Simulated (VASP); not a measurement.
# CdSe (F-43m) in VASP: Born charges and dielectric tensor with LDA

Aim: the Born charges and dielectric tensor of CdSe with LDA.

Program: VASP 6.6.1. These are calculated values, not measurements. Logs are shortened: lines on timing, memory, paths and dates and some standing lists are left out, and cuts for length are marked.

## Step 1: Starting point

The structure is cubic, space group F-43m (No. 216). The conventional cell has a = 6.141 Å, b = 6.141 Å, c = 6.141 Å, α = 90.00°, β = 90.00°, γ = 90.00°. Cd (site symmetry -43m) has 4 Se at 2.66 Å as nearest neighbours. Around Se (site symmetry -43m) lie 4 Cd at 2.66 Å.

Measurements of this composition are mostly on another form, of space group No. 186.

## Step 2: Born charges and dielectric tensor, LDA

The input, INCAR:

```
PREC     = Accurate       # precision mode
ENCUT    = 600            # plane-wave cutoff, eV
EDIFF    = 1E-8           # SCF threshold, eV
ISMEAR   = 0              # smearing method
SIGMA    = 0.02           # smearing width, eV
LREAL    = F              # projectors in reciprocal space
LASPH    = T              # aspherical terms in the spheres
NELM     = 100            # most SCF steps
ALGO     = Normal         # electronic algorithm
ISIF     = 2              # what is computed and relaxed
LWAVE    = F              # write WAVECAR
LCHARG   = F              # write CHGCAR
LEPSILON = T              # dielectric tensor by DFPT
IBRION   = 8              # ionic algorithm
NSW      = 1              # ionic steps
```

The input, KPOINTS:

```
regular mesh
0
Gamma
  10 10 10
```

The input, POSCAR:

```
CdSe
1.0
    0.0000000000      3.0702712000      3.0702712000
    3.0702712000      0.0000000000      3.0702712000
    3.0702712000      3.0702712000      0.0000000000
Cd Se
1 1
Direct
    0.0000000000      0.0000000000      0.0000000000
    0.2500000000      0.2500000000      0.2500000000
```

Potentials or basis: VASP PAW LDA potentials, release 64 (Cd, Se).

Command:

```console
cat potpaw_LDA.64/Cd/POTCAR potpaw_LDA.64/Se/POTCAR > POTCAR
mpirun -np 1 vasp_std > vasp.out
```

OUTCAR:

```text
PREC = Accurate
   ENCUT = 600
   EDIFF = 1E-8
   ISMEAR = 0
   LREAL = F
   LASPH = T
   NELM = 100
   ISIF = 2
   LEPSILON = T
   IBRION = 8
   NSW = 1

 ion  position               nearest neighbor table
   1  0.000  0.000  0.000-   2 2.66   2 2.66   2 2.66   2 2.66
   2  0.250  0.250  0.250-   1 2.66   1 2.66   1 2.66   1 2.66

  LATTYP: Found a face centered cubic cell.
 ALAT       =     6.1405424000

  Lattice vectors:

 A1 = (   0.0000000000,   3.0702712000,   3.0702712000)
 A2 = (   3.0702712000,   0.0000000000,   3.0702712000)
 A3 = (   3.0702712000,   3.0702712000,   0.0000000000)

Analysis of symmetry for initial positions (statically):
=====================================================================
 Subroutine PRICEL returns:
 Original cell was already a primitive cell.

 Routine SETGRP: Setting up the symmetry group for a
 face centered cubic supercell.

 Subroutine GETGRP returns: Found 24 space group operations
 (whereof 24 operations were pure point group operations)
 out of a pool of 48 trial point group operations.

The static configuration has the point symmetry T_d .

Analysis of symmetry for dynamics (positions and initial velocities):
=====================================================================
 Subroutine PRICEL returns:
 Original cell was already a primitive cell.

 Routine SETGRP: Setting up the symmetry group for a
 face centered cubic supercell.

 Subroutine GETGRP returns: Found 24 space group operations
 (whereof 24 operations were pure point group operations)
 out of a pool of 48 trial point group operations.

The dynamic configuration has the point symmetry T_d .

 Subroutine INISYM returns: Found 24 space group operations
 (whereof 24 operations are pure point group operations),
 and found     1 'primitive' translations

----------------------------------------------------------------------------------------

                                     Primitive cell

  volume of cell :      57.8842

  direct lattice vectors                    reciprocal lattice vectors
     0.000000000  3.070271200  3.070271200    -0.162852063  0.162852063  0.162852063
     3.070271200  0.000000000  3.070271200     0.162852063 -0.162852063  0.162852063
     3.070271200  3.070271200  0.000000000     0.162852063  0.162852063 -0.162852063

  length of vectors
     4.342019171  4.342019171  4.342019171     0.282068048  0.282068048  0.282068048

  position of ions in fractional coordinates (direct lattice)
     0.000000000  0.000000000  0.000000000
     0.250000000  0.250000000  0.250000000

  ion indices of the primitive-cell ions
   primitive index   ion index
                 1           1
                 2           2

----------------------------------------------------------------------------------------

 KPOINTS: regular mesh

Automatic generation of k-mesh.
 Grid dimensions read from file:
 generate k-points for:   10   10   10

 Generating k-lattice:

  Cartesian coordinates                     Fractional coordinates (reciprocal lattice)
    -0.016285206  0.016285206  0.016285206     0.100000000  0.000000000  0.000000000
     0.016285206 -0.016285206  0.016285206     0.000000000  0.100000000  0.000000000
     0.016285206  0.016285206 -0.016285206     0.000000000  0.000000000  0.100000000

  Length of vectors
     0.028206805  0.028206805  0.028206805

  Shift w.r.t. Gamma in fractional coordinates (k-lattice)
     0.000000000  0.000000000  0.000000000

 Subroutine IBZKPT returns following result:
 ===========================================

[... 499 lines left out ...]
 POSITION                                       TOTAL-FORCE (eV/Angst)
 -----------------------------------------------------------------------------------
      0.00000      0.00000      0.00000        -0.000000     -0.000000     -0.000000
      1.53514      1.53514      1.53514         0.000000      0.000000      0.000000
 -----------------------------------------------------------------------------------
    total drift:                                0.000000      0.000000     -0.000000

  FREE ENERGIE OF THE ION-ELECTRON SYSTEM (eV)
  ---------------------------------------------------
  free  energy   TOTEN  =        -6.7320817117 eV

  energy  without entropy=       -6.7320817117  energy(sigma->0) =       -6.73208171

 HEAD OF MICROSCOPIC STATIC DIELECTRIC TENSOR (INDEPENDENT PARTICLE, excluding Hartree and local field effects)
 ------------------------------------------------------
          24.051522    -0.000000     0.000000
           0.000000    24.051522    -0.000000
           0.000000    -0.000000    24.051522
 ------------------------------------------------------

 Free energy of the ion-electron system (eV)
  ---------------------------------------------------
  ---------------------------------------------------
  free energy    TOTEN  =        -3.69564380 eV

  energy without entropy =       -3.69564380

------------------------ aborting loop because EDIFF is reached ----------------------------------------

--------------------------------------- Ionic step        2  -------------------------------------------

------------------------ aborting loop because EDIFF is reached ----------------------------------------

--------------------------------------- Ionic step        3  -------------------------------------------

------------------------ aborting loop because EDIFF is reached ----------------------------------------

 PIEZOELECTRIC TENSOR FIELD DIRECTION 3  (e Angst)
 -----------------------------------------------------------------------------
    -0.00103 -2.94543  0.00000           (  0.00000  0.04522  0.00000)
    -2.94543 -0.00103  0.00000           (  0.04522  0.00000  0.00000)
     0.00000  0.00000 -0.00069           (  0.00000  0.00000 -0.00000)

 PIEZOELECTRIC TENSOR FIELD DIRECTION 3  (C/m^2)
 -----------------------------------------------------------------------------
    -0.00028 -0.81527  0.00000
    -0.81527 -0.00028  0.00000
     0.00000  0.00000 -0.00019

--------------------------------------- Ionic step        4  -------------------------------------------

------------------------ aborting loop because EDIFF is reached ----------------------------------------

[... ionic steps 5 to 6 ...]

--------------------------------------- Ionic step        7  -------------------------------------------

 Free energy of the ion-electron system (eV)
  ---------------------------------------------------
  ---------------------------------------------------
  free energy    TOTEN  =        -0.08471479 eV

  energy without entropy =       -0.08471479

------------------------ aborting loop because EDIFF is reached ----------------------------------------

 INTERNAL STRAIN TENSOR  FOR ION    2  DIRECTION 1   (eV/Angst):
 -----------------------------------------------------------------------------
     0.00756  0.00000  0.00000
     0.00000 -0.00129 -4.67817
     0.00000 -4.67817 -0.00129

 MACROSCOPIC STATIC DIELECTRIC TENSOR (including local field effects in DFT)
 ------------------------------------------------------
          23.578653     0.000000     0.000000
           0.000000    23.578653     0.000000
           0.000000     0.000000    23.578653
 ------------------------------------------------------

 PIEZOELECTRIC TENSOR (including local field effects)  for field in x, y, z        (e  Angst)
          XX          YY          ZZ          XY          YZ          ZX
  --------------------------------------------------------------------------------
  x    -0.00000    -0.00000    -0.00000     0.00000    -2.95727     0.00000
  y     0.00000    -0.00000     0.00000     0.00000     0.00000    -2.95727
  z    -0.00000    -0.00000    -0.00000    -2.95727     0.00000     0.00000

 PIEZOELECTRIC TENSOR (including local field effects)  for field in x, y, z        (C/m^2)
          XX          YY          ZZ          XY          YZ          ZX
  --------------------------------------------------------------------------------
  x    -0.00000    -0.00000    -0.00000     0.00000    -0.81854     0.00000
  y     0.00000    -0.00000     0.00000     0.00000     0.00000    -0.81854
  z    -0.00000    -0.00000    -0.00000    -0.81854     0.00000     0.00000

 BORN EFFECTIVE CHARGES (including local field effects) (in |e|, cummulative output)
 ---------------------------------------------------------------------------------
 ion    1
    1     2.45379     0.00000     0.00000
    2     0.00000     2.45379     0.00000
    3     0.00000     0.00000     2.45379
 ion    2
    1    -2.45379    -0.00000    -0.00000
    2     0.00000    -2.45379     0.00000
    3     0.00000     0.00000    -2.45379

 INTERNAL STRAIN TENSOR FOR ION    2 for displacements in x,y,z  (eV/Angst):
          X           Y           Z          XY          YZ          ZX
  --------------------------------------------------------------------------------
  x    -0.00000     0.00000     0.00000     0.00000    -4.67817     0.00000
  y    -0.00000    -0.00000    -0.00000     0.00000     0.00000    -4.67817
  z     0.00000     0.00000    -0.00000    -4.67817     0.00000     0.00000

 SECOND DERIVATIVES (NOT SYMMETRIZED)
 ------------------------------------
               1X          1Y          1Z          2X          2Y          2Z
  1X    -4.262884    0.000000    0.000000    4.262884    0.000000    0.000000
  1Y     0.000000   -4.262884    0.000000    0.000000    4.262884    0.000000
  1Z     0.000000    0.000000   -4.262884    0.000000    0.000000    4.262884
  2X     4.274773    0.000000    0.000000   -4.274773    0.000000    0.000000
  2Y     0.000000    4.274773    0.000000    0.000000   -4.274773    0.000000
  2Z     0.000000    0.000000    4.274773    0.000000    0.000000   -4.274773

 Eigenvectors and eigenvalues of the dynamical matrix
 ----------------------------------------------------

   1 f  =    4.743382 THz    29.803550 2PiTHz  158.222200 cm-1    19.617044 meV
             X         Y         Z           dx          dy          dz
      0.000000  0.000000  0.000000     0.000000    0.641815    0.000000
      1.535136  1.535136  1.535136     0.000000   -0.766859    0.000000
[... 21 lines left out ...]
   6 f/i=    0.003251 THz     0.020426 2PiTHz    0.108439 cm-1     0.013445 meV
             X         Y         Z           dx          dy          dz
      0.000000  0.000000  0.000000     0.000000    0.000000    0.766859
      1.535136  1.535136  1.535136     0.000000    0.000000    0.641815

--------------------------------------------------------------------------------------------------------

 MACROSCOPIC STATIC DIELECTRIC TENSOR IONIC CONTRIBUTION
 ------------------------------------------------------
           4.409317     0.000000     0.000000
           0.000000     4.409317     0.000000
           0.000000     0.000000     4.409317
 ------------------------------------------------------

 ELASTIC MODULI CONTR FROM IONIC RELAXATION (kBar)
 Direction    XX          YY          ZZ          XY          YZ          ZX
 --------------------------------------------------------------------------------
 XX          -0.0000     -0.0000      0.0000      0.0000     -0.0000     -0.0000
 YY          -0.0000     -0.0000     -0.0000      0.0000      0.0000     -0.0000
 ZZ           0.0000     -0.0000     -0.0000     -0.0000      0.0000     -0.0000
 XY           0.0000      0.0000     -0.0000   -145.4005      0.0000      0.0000
 YZ          -0.0000      0.0000      0.0000      0.0000   -145.4005      0.0000
 ZX          -0.0000     -0.0000     -0.0000      0.0000      0.0000   -145.4005
 --------------------------------------------------------------------------------

 PIEZOELECTRIC TENSOR IONIC CONTR  for field in x, y, z        (C/m^2)
          XX          YY          ZZ          XY          YZ          ZX
  --------------------------------------------------------------------------------
  x     0.00000    -0.00000    -0.00000     0.00000     0.75343     0.00000
  y     0.00000     0.00000     0.00000     0.00000     0.00000     0.75343
  z    -0.00000    -0.00000     0.00000     0.75343     0.00000     0.00000
```

It took 9.2 min on 1 thread of Intel Xeon 6975P-C (Granite Rapids), shared host; peak memory 0.51 GiB.

Results:

| Item | Value |
| --- | --- |
| Band gap on the k mesh | 0.31 eV, direct |
| Electronic dielectric tensor (diagonal) | 23.58 |
| Born charges (mean of the diagonal) | Cd +2.45; Se -2.45 e |
| Highest phonon frequency at Γ, LO-TO splitting left out | 158 cm⁻¹ |

Levels at points of the mesh, in eV from the valence-band top:
| k point | band 7 | band 8 | band 9 | band 10 | band 11 | band 12 |
| --- | --- | --- | --- | --- | --- | --- |
| (0.00, 0.00, 0.00) | 0.00 | 0.00 | 0.00 | 0.31 | 5.79 | 5.79 |
| (0.50, 0.00, 0.00) | -4.31 | -0.72 | -0.72 | 2.16 | 6.31 | 6.31 |
| (0.50, 0.50, 0.00) | -4.03 | -1.79 | -1.79 | 2.99 | 3.58 | 8.74 |

Phonon frequencies in cm⁻¹ (negative: imaginary):
| q point | frequencies |
| --- | --- |
| (0.000, 0.000, 0.000) | 0 0 0 158 158 158 |

Electronic dielectric tensor:
```
23.58  0.00  0.00
 0.00 23.58  0.00
 0.00  0.00 23.58
```

Born effective charge tensors (e):
atom 1, Cd
```
2.45 0.00 0.00
0.00 2.45 0.00
0.00 0.00 2.45
```
atom 2, Se
```
-2.45  0.00  0.00
 0.00 -2.45  0.00
 0.00  0.00 -2.45
```

Caveat: the gap is small at this level, which inflates the dielectric constant. A hybrid or GW would open this gap; LDA tends to underestimate it.
